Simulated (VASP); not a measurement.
# CsPbCl3 (Pm-3m) in VASP: a series of runs

One crystal, CsPbCl3, is run at these levels: PBE; tasks: equation of state.

Program: VASP 6.6.1. These are calculated values, not measurements. Logs are shortened: lines on timing, memory, paths and dates and some standing lists are left out, and cuts for length are marked.

### 1 The structure

Symmetry: Pm-3m, No. 221, cubic system. The conventional cell has a = 5.740 Å, b = 5.740 Å, c = 5.740 Å, α = 90.00°, β = 90.00°, γ = 90.00°. Around Pb (site symmetry m-3m) lie 6 Cl at 2.87 Å. Cs (site symmetry m-3m) has 12 Cl at 4.06 Å as nearest neighbours. Around Cl (site symmetry 4/mmm) lie 2 Pb at 2.87 Å.

### 2 Equation of state, PBE, 36.31 Å³/atom (a relaxed cell with its volume scaled by 0.96)

Contents of INCAR:

```
SYSTEM = CsPbCl3
PREC = Accurate ; ENCUT = 520
EDIFF = 1E-6 ; ISMEAR = 0
SIGMA = 0.02 ; LREAL = .False.
LASPH = .True. ; NELM = 100
ALGO = Normal ; ISIF = 2
LWAVE = .False. ; LCHARG = .False.
GGA = PE ; KPAR = 2
```

Contents of KPOINTS:

```
Automatic mesh
0
Gamma
  4 4 4
  0 0 0
```

Contents of POSCAR:

```
CsPbCl3                                 
1.0
    5.6625789319     -0.0000000000      0.0000000000
   -0.0000000000      5.6625789319      0.0000000000
    0.0000000000     -0.0000000000      5.6625789319
  Pb              Cs              Cl            
     1     1     3
Direct
     0.5000000000000000    0.5000000000000000    0.5000000000000000
     0.0000000000000000    0.0000000000000000    0.0000000000000000
     0.5000000000000000    0.0000000000000000    0.5000000000000000
     0.0000000000000000    0.5000000000000000    0.5000000000000000
     0.5000000000000000    0.5000000000000000    0.0000000000000000
```

Potentials or basis: VASP PAW PBE potentials, release 64 (Pb_d, Cs_sv, Cl).

Launch:

```
$ cat potpaw_PBE.64/Pb_d/POTCAR potpaw_PBE.64/Cs_sv/POTCAR potpaw_PBE.64/Cl/POTCAR > POTCAR
$ mpirun -np 2 vasp_std > vasp.out
```

OUTCAR:

```text
SYSTEM = CsPbCl3
   PREC = Accurate
   ENCUT = 520
   EDIFF = 1E-6
   ISMEAR = 0
   LREAL = .False.
   LASPH = .True.
   NELM = 100
   ISIF = 2
   GGA = PE

 ion  position               nearest neighbor table
   1  0.500  0.500  0.500-   3 2.83   4 2.83   5 2.83   5 2.83   3 2.83   4 2.83
   2  0.000  0.000  0.000-
   3  0.500  0.000  0.500-   1 2.83   1 2.83
   4  0.000  0.500  0.500-   1 2.83   1 2.83
   5  0.500  0.500  0.000-   1 2.83   1 2.83

  LATTYP: Found a simple cubic cell.
 ALAT       =     5.6625789319

  Lattice vectors:

 A1 = (   5.6625789319,   0.0000000000,   0.0000000000)
 A2 = (   0.0000000000,   5.6625789319,   0.0000000000)
 A3 = (   0.0000000000,   0.0000000000,   5.6625789319)

Analysis of symmetry for initial positions (statically):
=====================================================================
 Subroutine PRICEL returns:
 Original cell was already a primitive cell.

 Routine SETGRP: Setting up the symmetry group for a
 simple cubic supercell.

 Subroutine GETGRP returns: Found 48 space group operations
 (whereof 48 operations were pure point group operations)
 out of a pool of 48 trial point group operations.

The static configuration has the point symmetry O_h .

Analysis of symmetry for dynamics (positions and initial velocities):
=====================================================================
 Subroutine PRICEL returns:
 Original cell was already a primitive cell.

 Routine SETGRP: Setting up the symmetry group for a
 simple cubic supercell.

 Subroutine GETGRP returns: Found 48 space group operations
 (whereof 48 operations were pure point group operations)
 out of a pool of 48 trial point group operations.

The dynamic configuration has the point symmetry O_h .

 Subroutine INISYM returns: Found 48 space group operations
 (whereof 48 operations are pure point group operations),
 and found     1 'primitive' translations

----------------------------------------------------------------------------------------

                                     Primitive cell

  volume of cell :     181.5695

  direct lattice vectors                    reciprocal lattice vectors
     5.662578932  0.000000000  0.000000000     0.176597980  0.000000000  0.000000000
     0.000000000  5.662578932  0.000000000     0.000000000  0.176597980  0.000000000
     0.000000000  0.000000000  5.662578932     0.000000000  0.000000000  0.176597980

  length of vectors
[... 74 lines left out ...]
   LREAL  =      F    real-space projection
   EDIFFG = 0.1E-04   stopping-criterion for IOM
   NSW    =      0    number of steps for IOM
   IBRION =     -1    ionic relax: 0-MD 1-quasi-New 2-CG
   NFREE  =      0    steps in history (QN), initial steepest desc. (CG)
   ISIF   =      2    stress and relaxation
   ISYM   =      2    0-nonsym 1-usesym 2-fastsym
   POTIM  = 0.5000    time-step for ionic-motion
   TEBEG  =    0.0;   TEEND  =   0.0 temperature during run
   PSTRESS=    0.0 pullay stress
   NELECT =      44.0000    total number of electrons
   NUPDOWN=      -1.0000    fix difference up-down
   EMIN   =  10.00;   EMAX   =-10.00  energy-range for DOS
   EFERMI =   0.00;   METHOD = LEGACY
   ISMEAR =     0;   SIGMA  =   0.02  broadening in eV -4-tet -1-fermi 0-gaus
   EFERMI_NEDOS =   21; number of points for ismear=-14 and -15
   IALGO  =     38    algorithm
   IMIX   =      4    mixing-type and parameters
     AMIX     =   0.40;   BMIX     =  1.00
     AMIX_MAG =   1.60;   BMIX_MAG =  1.00
  volume/ion in A,a.u.               =      36.31       245.06
  Fermi-wavevector in a.u.,A,eV,Ry     =   1.020653  1.928755 14.173632  1.041733
  Thomas-Fermi vector in A             =   2.154234
   LORBIT       =      0    0 simple, 1 ext, 2 COOP (PROOUT), +10 PAW based schemes
   GGA     = PE    functional components
   LHFCALC =     F    Hartree Fock is set to
   AEXX    =    0.0000 exact exchange contribution
   IVDW    =     0    specifies the selected vdW correction
   LEPSILON=     F    determine dielectric tensor
   LRPA    =     F    only Hartree local field effects (RPA)
 non-spin polarized calculation
 Gauss-broadening in eV      SIGMA  =   0.02
  energy-cutoff  :      520.00
  volume of cell :      181.57
 maximum number of plane-waves:      4945
   NGX = 21   NGY = 21   NGZ = 21

 number of electron      44.0000020 magnetization

 Free energy of the ion-electron system (eV)
  ---------------------------------------------------
  ext. energy  EPLUGINS =         0.00000000
  ---------------------------------------------------
  free energy    TOTEN  =       -17.52688260 eV

  energy without entropy =      -17.52688260  energy(sigma->0) =      -17.52688260

 E-fermi :   1.5824     XC(G=0):  -7.6895

 val. band max:        1.4191352198   @ k =   0.5000   0.5000   0.5000
 cond. band min:       3.4859573358   @ k =   0.5000   0.5000   0.5000
 fundamental gap:      2.0668221160
 Fermi energy:         1.5823843819

 k-point     1 :       0.0000    0.0000    0.0000
  band No.  band energies     occupation
      1     -19.7944      2.00000
      2     -15.2567      2.00000
      3     -15.2567      2.00000
      4     -15.0547      2.00000
      5     -15.0547      2.00000
      6     -15.0547      2.00000
[... 279 lines left out ...]
     25       3.4860      0.00000
     26       6.6807      0.00000

------------------------ aborting loop because EDIFF is reached ----------------------------------------

  FORCE on cell =-STRESS in cart. coord.  units (eV):
  Direction    XX          YY          ZZ          XY          YZ          ZX
  --------------------------------------------------------------------------------------
  -------------------------------------------------------------------------------------
  Total        1.0686264      1.0686264      1.0686264      0.0000000     -0.0000000      0.0000000
  in kB        9.4296089      9.4296089      9.4296089      0.0000000     -0.0000000      0.0000000
  external PRESSURE =       9.4296089 kB  Pullay stress =       0.0000000 kB

 VOLUME and BASIS-vectors are now :
 -----------------------------------------------------------------------------
  energy-cutoff  :      520.00
  volume of cell :      181.57
      direct lattice vectors                 reciprocal lattice vectors
     5.662578932  0.000000000  0.000000000     0.176597980  0.000000000  0.000000000
     0.000000000  5.662578932  0.000000000     0.000000000  0.176597980  0.000000000
     0.000000000  0.000000000  5.662578932     0.000000000  0.000000000  0.176597980

 POSITION                                       TOTAL-FORCE (eV/Angst)
 -----------------------------------------------------------------------------------
      2.83129      2.83129      2.83129         0.000000      0.000000      0.000000
      0.00000      0.00000      0.00000         0.000000      0.000000      0.000000
      2.83129      0.00000      2.83129         0.000000      0.000000      0.000000
      0.00000      2.83129      2.83129         0.000000      0.000000      0.000000
      2.83129      2.83129      0.00000         0.000000      0.000000      0.000000
 -----------------------------------------------------------------------------------
    total drift:                                0.000000     -0.000000     -0.000000

  FREE ENERGIE OF THE ION-ELECTRON SYSTEM (eV)
  ---------------------------------------------------
  free  energy   TOTEN  =       -17.5268826012 eV

  energy  without entropy=      -17.5268826012  energy(sigma->0) =      -17.52688260
```

OSZICAR:

```text
N       E                     dE             d eps       ncg     rms          rms(c)
DAV:   1     0.425004288041E+03    0.42500E+03   -0.19602E+04   520   0.154E+03
DAV:   2     0.329609767832E+02   -0.39204E+03   -0.38304E+03   640   0.349E+02
DAV:   3    -0.162459727739E+02   -0.49207E+02   -0.48983E+02   606   0.131E+02
DAV:   4    -0.183939212503E+02   -0.21479E+01   -0.21432E+01   720   0.354E+01
DAV:   5    -0.184368241007E+02   -0.42903E-01   -0.42869E-01   676   0.419E+00    0.515E+00
DAV:   6    -0.175554401185E+02    0.88138E+00   -0.18622E+00   692   0.144E+01    0.344E+00
DAV:   7    -0.175137131499E+02    0.41727E-01   -0.71598E-01   778   0.507E+00    0.189E+00
DAV:   8    -0.175281754042E+02   -0.14462E-01   -0.92098E-02   750   0.261E+00    0.290E-01
DAV:   9    -0.175261230443E+02    0.20524E-02   -0.23182E-02   762   0.122E+00    0.136E-01
DAV:  10    -0.175267981091E+02   -0.67506E-03   -0.22244E-03   602   0.299E-01    0.493E-02
DAV:  11    -0.175268807398E+02   -0.82631E-04   -0.17973E-04   698   0.116E-01    0.144E-02
DAV:  12    -0.175268829513E+02   -0.22115E-05   -0.30625E-05   706   0.713E-02    0.605E-03
DAV:  13    -0.175268826012E+02    0.35016E-06   -0.25544E-06   592   0.126E-02
   1 F= -.17526883E+02 E0= -.17526883E+02  d E =-.204688E-32
```

stdout:

```text
POSCAR found type information on POSCAR PbCsCl
 POSCAR found :  3 types and       5 ions
 scaLAPACK will be used
 LDA part: xc-table for (Slater+PW92), standard interpolation
 POSCAR, INCAR and KPOINTS ok, starting setup
 FFT: planning ... GRIDC
 FFT: planning ... GRID_SOFT
 FFT: planning ... GRID
 WAVECAR not read
 entering main loop
```

It took 23 s on 2 MPI ranks of Intel Xeon Platinum 8259CL at 2.50GHz (Skylake/Cascade Lake), shared host; peak memory 0.27 GiB.

Results:

- Free energy: -17.5269 eV
- Pressure: 0.9 GPa
- Band gap on the k mesh: 2.07 eV, direct

Caveat: spin-orbit coupling is left out, which as a rule narrows the gap of such compounds by several tenths of an eV.

### 3 Equation of state, PBE, 37.07 Å³/atom (a relaxed cell with its volume scaled by 0.98)

INCAR is that of step 2.

KPOINTS is that of step 2.

POSCAR, as its differences from that of step 2:

```diff
@@ -2,5 +2,5 @@
 1.0
-    5.6625789319     -0.0000000000      0.0000000000
-   -0.0000000000      5.6625789319      0.0000000000
-    0.0000000000     -0.0000000000      5.6625789319
+    5.7016324345     -0.0000000000      0.0000000000
+   -0.0000000000      5.7016324345      0.0000000000
+    0.0000000000     -0.0000000000      5.7016324345
   Pb              Cs              Cl
```

Potentials or basis: VASP PAW PBE potentials, release 64 (Pb_d, Cs_sv, Cl).

Launch:

```
$ cat potpaw_PBE.64/Pb_d/POTCAR potpaw_PBE.64/Cs_sv/POTCAR potpaw_PBE.64/Cl/POTCAR > POTCAR
$ mpirun -np 2 vasp_std > vasp.out
```

It took 23 s on 2 MPI ranks of Intel Xeon Platinum 8259CL at 2.50GHz (Skylake/Cascade Lake), shared host; peak memory 0.27 GiB.

Results (log left out):

- Free energy: -17.5440 eV
- Pressure: 0.4 GPa
- Band gap on the k mesh: 2.15 eV, direct

Caveat: spin-orbit coupling is left out, which as a rule narrows the gap of such compounds by several tenths of an eV.

### 4 Equation of state, PBE, 37.83 Å³/atom

INCAR is that of step 3.

KPOINTS is that of step 3.

POSCAR, as its differences from that of step 3:

```diff
@@ -2,5 +2,5 @@
 1.0
-    5.7016324345     -0.0000000000      0.0000000000
-   -0.0000000000      5.7016324345      0.0000000000
-    0.0000000000     -0.0000000000      5.7016324345
+    5.7401581466     -0.0000000000      0.0000000000
+   -0.0000000000      5.7401581466      0.0000000000
+    0.0000000000     -0.0000000000      5.7401581466
   Pb              Cs              Cl
```

Launch:

```
$ cat potpaw_PBE.64/Pb_d/POTCAR potpaw_PBE.64/Cs_sv/POTCAR potpaw_PBE.64/Cl/POTCAR > POTCAR
$ mpirun -np 2 vasp_std > vasp.out
```

Wall time 30 s (2 MPI ranks of Intel Xeon Platinum 8259CL at 2.50GHz (Skylake/Cascade Lake), shared host); peak memory 0.32 GiB.

Results (log left out):

- Free energy: -17.5496 eV
- Pressure: 0.0 GPa
- Band gap on the k mesh: 2.22 eV, direct

Caveat: spin-orbit coupling is left out, which as a rule narrows the gap of such compounds by several tenths of an eV.

### 5 Equation of state, PBE, 38.58 Å³/atom (a relaxed cell with its volume scaled by 1.02)

INCAR is that of step 4.

KPOINTS is that of step 4.

POSCAR, as its differences from that of step 4:

```diff
@@ -2,5 +2,5 @@
 1.0
-    5.7401581466     -0.0000000000      0.0000000000
-   -0.0000000000      5.7401581466      0.0000000000
-    0.0000000000     -0.0000000000      5.7401581466
+    5.7781735469     -0.0000000000      0.0000000000
+   -0.0000000000      5.7781735469      0.0000000000
+    0.0000000000     -0.0000000000      5.7781735469
   Pb              Cs              Cl
```

Launch:

```
$ cat potpaw_PBE.64/Pb_d/POTCAR potpaw_PBE.64/Cs_sv/POTCAR potpaw_PBE.64/Cl/POTCAR > POTCAR
$ mpirun -np 2 vasp_std > vasp.out
```

Run time: 28 s. Hardware: 2 MPI ranks of Intel Xeon Platinum 8259CL at 2.50GHz (Skylake/Cascade Lake), shared host; peak memory 0.33 GiB.

The run converged. Its results:

- Free energy: -17.5447 eV
- Pressure: -0.5 GPa
- Band gap on the k mesh: 2.29 eV, direct

Caveat: spin-orbit coupling is left out, which as a rule narrows the gap of such compounds by several tenths of an eV.

### 6 Equation of state, PBE, 39.34 Å³/atom (a relaxed cell with its volume scaled by 1.04)

INCAR is that of step 5.

KPOINTS is that of step 5.

POSCAR, as its differences from that of step 5:

```diff
@@ -2,5 +2,5 @@
 1.0
-    5.7781735469     -0.0000000000      0.0000000000
-   -0.0000000000      5.7781735469      0.0000000000
-    0.0000000000     -0.0000000000      5.7781735469
+    5.8156952057     -0.0000000000      0.0000000000
+   -0.0000000000      5.8156952057      0.0000000000
+    0.0000000000     -0.0000000000      5.8156952057
   Pb              Cs              Cl
```

Potentials or basis: VASP PAW PBE potentials, release 64 (Pb_d, Cs_sv, Cl).

Launch:

```
$ cat potpaw_PBE.64/Pb_d/POTCAR potpaw_PBE.64/Cs_sv/POTCAR potpaw_PBE.64/Cl/POTCAR > POTCAR
$ mpirun -np 2 vasp_std > vasp.out
```

Run time: 27 s. Hardware: 2 MPI ranks of Intel Xeon Platinum 8259CL at 2.50GHz (Skylake/Cascade Lake), shared host; peak memory 0.33 GiB.

Results (log left out):

- Free energy: -17.5307 eV
- Pressure: -0.8 GPa
- Band gap on the k mesh: 2.35 eV, direct

Caveat: spin-orbit coupling is left out, which as a rule narrows the gap of such compounds by several tenths of an eV.

### 7 Equation of state, PBE

No new run: the results of the series are fitted here.

What came out:

- Equilibrium volume: 37.84 Å³/atom
- Bulk modulus: 22 GPa
- Pressure derivative of the bulk modulus: 4.7 (rough: it moves with the points fitted)

Energy against volume, from the lowest point:
```tsv
volume (Å³/atom)	energy (meV/atom)
36.314	4.54
37.070	1.11
37.827	0.00
38.584	0.97
39.340	3.78
```

Spin-orbit coupling is left out, which matters for the levels of Cs, Pb.
